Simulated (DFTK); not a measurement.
SnTe under changes of volume

One of the cells (31.281 Å³/atom); the others are scaled copies at fixed shape and fractional positions:

```
Te Sn
1.0
     0.00000    3.15085    3.15085
     3.15085    0.00000    3.15085
     3.15085    3.15085    0.00000
Te Sn
1 1
Direct
  0.50000 0.50000 0.50000
  0.00000 0.00000 0.00000
```

- Program: DFTK 0.8.2
- Functional: PBE
- Potentials or basis: dojo.nc.sr.pbe.v0_4_1.standard.upf (PBE)
- Cutoff: 1088 eV
- k mesh: 7 × 7 × 7
- Occupations: fermi-dirac, width 0.05 eV
- Spin: no spin polarisation

```csv
volume (Å³/atom),energy over the lowest point (meV/atom),pressure (GPa)
29.404,57.27,5.8
30.030,37.12,4.5
30.656,21.81,3.3
31.281,10.86,2.3
31.907,?,?
32.532,0.32,0.5
33.158,0.00,-0.3
```

What does the run at 31.907 Å³/atom give?

Energy over the lowest point 3.82 meV/atom; pressure 1.3 GPa.

Worked out: A Birch-Murnaghan fit of order 3 (a polynomial in V^(-2/3)) to the other rows has its minimum at 32.91 Å³/atom with B0 = V·E''(V) = 40 GPa and B' = 4.4. It gives 3.82 meV/atom at 31.907 Å³/atom, against the run's 3.82, and -dE/dV = 1.3 GPa, against 1.3.

Energies are extrapolated to zero smearing.
